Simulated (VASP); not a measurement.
# Si (Fd-3m) in VASP: notebook

The runs below take Si through relaxation of cell and atoms, with PBEsol.

Everything below comes from runs of VASP 6.6.1. Logs are shortened: lines on timing, memory, paths and dates and some standing lists are left out, and cuts for length are marked.

## Step 1: Starting point

Symmetry: Fd-3m, No. 227, cubic system. Conventional cell: a = 5.427 Å, b = 5.427 Å, c = 5.427 Å, α = 90.00°, β = 90.00°, γ = 90.00°. Si (site symmetry -43m) is surrounded by 4 Si at 2.35 Å.

## Step 2: Relaxation of cell and atoms, PBEsol

File INCAR:

```
ALGO = Normal
EDIFF = 1E-6
EDIFFG = -0.01
ENCUT = 600
GGA = PS
IBRION = 2
ISIF = 3
ISMEAR = 0
KPAR = 4
LASPH = True
LCHARG = False
LREAL = False
LWAVE = False
NELM = 80
NSW = 90
PREC = Accurate
SIGMA = 0.03
```

File KPOINTS:

```
k-points
0
Gamma
  10 10 10
```

File POSCAR:

```
Si
1.0
    0.0000000000      2.7135600000      2.7135600000
    2.7135600000      0.0000000000      2.7135600000
    2.7135600000      2.7135600000      0.0000000000
Si
2
Direct
    0.7500000000      0.7500000000      0.7500000000
    0.5000000000      0.5000000000      0.5000000000
```

Potentials or basis: VASP PAW PBE potentials, release 64 (Si).

Run with:

```bash
> cat potpaw_PBE.64/Si/POTCAR > POTCAR
> mpirun -np 4 vasp_std > vasp.out
```

OUTCAR:

```text
EDIFF = 1E-6
   EDIFFG = -0.01
   ENCUT = 600
   GGA = PS
   IBRION = 2
   ISIF = 3
   ISMEAR = 0
   LASPH = True
   LREAL = False
   NELM = 80
   NSW = 90
   PREC = Accurate

 ion  position               nearest neighbor table
   1  0.750  0.750  0.750-   2 2.35   2 2.35   2 2.35   2 2.35
   2  0.500  0.500  0.500-   1 2.35   1 2.35   1 2.35   1 2.35

  LATTYP: Found a face centered cubic cell.
 ALAT       =     5.4271200000

  Lattice vectors:

 A1 = (   0.0000000000,   2.7135600000,   2.7135600000)
 A2 = (   2.7135600000,   0.0000000000,   2.7135600000)
 A3 = (   2.7135600000,   2.7135600000,   0.0000000000)

Analysis of symmetry for initial positions (statically):
=====================================================================
 Subroutine PRICEL returns:
 Original cell was already a primitive cell.

 Routine SETGRP: Setting up the symmetry group for a
 face centered cubic supercell.

 Subroutine GETGRP returns: Found 48 space group operations
 (whereof 24 operations were pure point group operations)
 out of a pool of 48 trial point group operations.

The static configuration has the point symmetry T_d .
 The point group associated with its full space group is O_h .

Analysis of symmetry for dynamics (positions and initial velocities):
=====================================================================
 Subroutine PRICEL returns:
 Original cell was already a primitive cell.

 Routine SETGRP: Setting up the symmetry group for a
 face centered cubic supercell.

 Subroutine GETGRP returns: Found 48 space group operations
 (whereof 24 operations were pure point group operations)
 out of a pool of 48 trial point group operations.

The dynamic configuration has the point symmetry T_d .
 The point group associated with its full space group is O_h .

 Subroutine INISYM returns: Found 48 space group operations
 (whereof 24 operations are pure point group operations),
 and found     1 'primitive' translations

----------------------------------------------------------------------------------------

                                     Primitive cell

  volume of cell :      39.9621

  direct lattice vectors                    reciprocal lattice vectors
     0.000000000  2.713560000  2.713560000    -0.184259792  0.184259792  0.184259792
     2.713560000  0.000000000  2.713560000     0.184259792 -0.184259792  0.184259792
     2.713560000  2.713560000  0.000000000     0.184259792  0.184259792 -0.184259792

  length of vectors
[... 99 lines left out ...]
   IALGO  =     38    algorithm
   IMIX   =      4    mixing-type and parameters
     AMIX     =   0.40;   BMIX     =  1.00
     AMIX_MAG =   1.60;   BMIX_MAG =  1.00
  volume/ion in A,a.u.               =      19.98       134.84
  Fermi-wavevector in a.u.,A,eV,Ry     =   0.957684  1.809760 12.478691  0.917158
  Thomas-Fermi vector in A             =   2.086724
   LORBIT       =      0    0 simple, 1 ext, 2 COOP (PROOUT), +10 PAW based schemes
   GGA     = PS    functional components
   LHFCALC =     F    Hartree Fock is set to
   AEXX    =    0.0000 exact exchange contribution
   IVDW    =     0    specifies the selected vdW correction
   LEPSILON=     F    determine dielectric tensor
   LRPA    =     F    only Hartree local field effects (RPA)
 conjugate gradient relaxation of ions
 non-spin polarized calculation
 Gauss-broadening in eV      SIGMA  =   0.03
  energy-cutoff  :      600.00
  volume of cell :       39.96
 maximum number of plane-waves:      1363
   NGX = 15   NGY = 15   NGZ = 15

--------------------------------------- Ionic step        1  -------------------------------------------

 number of electron       7.9999999 magnetization

 Free energy of the ion-electron system (eV)
  ---------------------------------------------------
  ext. energy  EPLUGINS =         0.00000000
  ---------------------------------------------------
  free energy    TOTEN  =       -11.49228947 eV

  energy without entropy =      -11.49228947  energy(sigma->0) =      -11.49228947

------------------------ aborting loop because EDIFF is reached ----------------------------------------

  FORCE on cell =-STRESS in cart. coord.  units (eV):
  Direction    XX          YY          ZZ          XY          YZ          ZX
  --------------------------------------------------------------------------------------
  -------------------------------------------------------------------------------------
  Total        0.1140348      0.1140348      0.1140348      0.0000000      0.0000000      0.0000000
  in kB        4.5719330      4.5719330      4.5719330      0.0000000      0.0000000      0.0000000
  external PRESSURE =       4.5719330 kB  Pullay stress =       0.0000000 kB
[... 59 lines left out ...]
--------------------------------------- Ionic step        3  -------------------------------------------

 number of electron       7.9999999 magnetization

 Free energy of the ion-electron system (eV)
  ---------------------------------------------------
  ext. energy  EPLUGINS =         0.00000000
  ---------------------------------------------------
  free energy    TOTEN  =       -11.49255543 eV

  energy without entropy =      -11.49255543  energy(sigma->0) =      -11.49255543

 E-fermi :   5.9295     XC(G=0):  -9.5428

 val. band max:        5.7622116002   @ k =   0.0000   0.0000   0.0000
 cond. band min:       6.2336800472   @ k =   0.4000   0.4000   0.0000
 fundamental gap:      0.4714684470
 Fermi energy:         5.9294791978

 k-point     1 :       0.0000    0.0000    0.0000
  band No.  band energies     occupation
      1      -6.2091      2.00000
      2       5.7622      2.00000
      3       5.7622      2.00000
      4       5.7622      2.00000
      5       8.2784      0.00000
      6       8.2784      0.00000
      7       8.2784      0.00000
      8       9.0552      0.00000
[... 243 lines left out ...]
 k-point    24 :       0.4000    0.3000    0.0000
  band No.  band energies     occupation
      1      -4.0432      2.00000
      2       0.3391      2.00000
      3       2.8795      2.00000
      4       3.3137      2.00000
      5       6.7116      0.00000
      6       7.8986      0.00000
      7      12.6607      0.00000
      8      12.7818      0.00000

 [... further k-points ...]

------------------------ aborting loop because EDIFF is reached ----------------------------------------

  FORCE on cell =-STRESS in cart. coord.  units (eV):
  Direction    XX          YY          ZZ          XY          YZ          ZX
  --------------------------------------------------------------------------------------
  -------------------------------------------------------------------------------------
  Total        0.0009868      0.0009868      0.0009868      0.0000000      0.0000000      0.0000000
  in kB        0.0393746      0.0393746      0.0393746      0.0000000      0.0000000      0.0000000
  external PRESSURE =       0.0393746 kB  Pullay stress =       0.0000000 kB
[... 17 lines left out ...]
  FREE ENERGIE OF THE ION-ELECTRON SYSTEM (eV)
  ---------------------------------------------------
  free  energy   TOTEN  =       -11.4925554341 eV

  energy  without entropy=      -11.4925554341  energy(sigma->0) =      -11.49255543

 reached required accuracy - stopping structural energy minimisation
```

Run time: 19 s. Hardware: 4 MPI ranks of Intel Xeon Platinum 8375C at 2.90GHz (Ice Lake), shared host; peak memory 0.17 GiB.

Results:

```
Free energy                            : -11.4926 eV
Relaxed volume                         : 20.08 Å³/atom
Relaxed cell                           : a = 3.844 Å, b = 3.844 Å, c = 3.844 Å, α = 60.00°, β = 60.00°, γ = 60.00°
Space group after relaxing (to 0.05 Å) : Fd-3m (No. 227)
Energy gained by relaxing              : 0.1 meV/atom
Ionic steps                            : 3
Pressure after relaxing                : 0.0 GPa
Band gap on the k mesh                 : 0.47 eV, indirect (least direct gap 2.52 eV)
```

Step by step:
| step | energy change (eV) | largest force (eV/Å) | pressure (GPa) | volume (Å³) |
| --- | --- | --- | --- | --- |
| 1 | 0.0000 | 0.0000 | 0.46 | 39.96 |
| 2 | -0.0001 | 0.0000 | -0.32 | 40.29 |
| 3 | -0.0003 | 0.0000 | 0.00 | 40.15 |

Final structure:
```
Si
1.0
     0.00000    2.71785    2.71785
     2.71785    0.00000    2.71785
     2.71785    2.71785    0.00000
Si
2
Direct
  0.75000 0.75000 0.75000
  0.50000 0.50000 0.50000
```

Caveat: the PAW data sets were made with another functional, which shifts forces and pressure a little. Zero-point motion and thermal expansion aren't in these numbers.

(Part 1 of 2 ends here.)
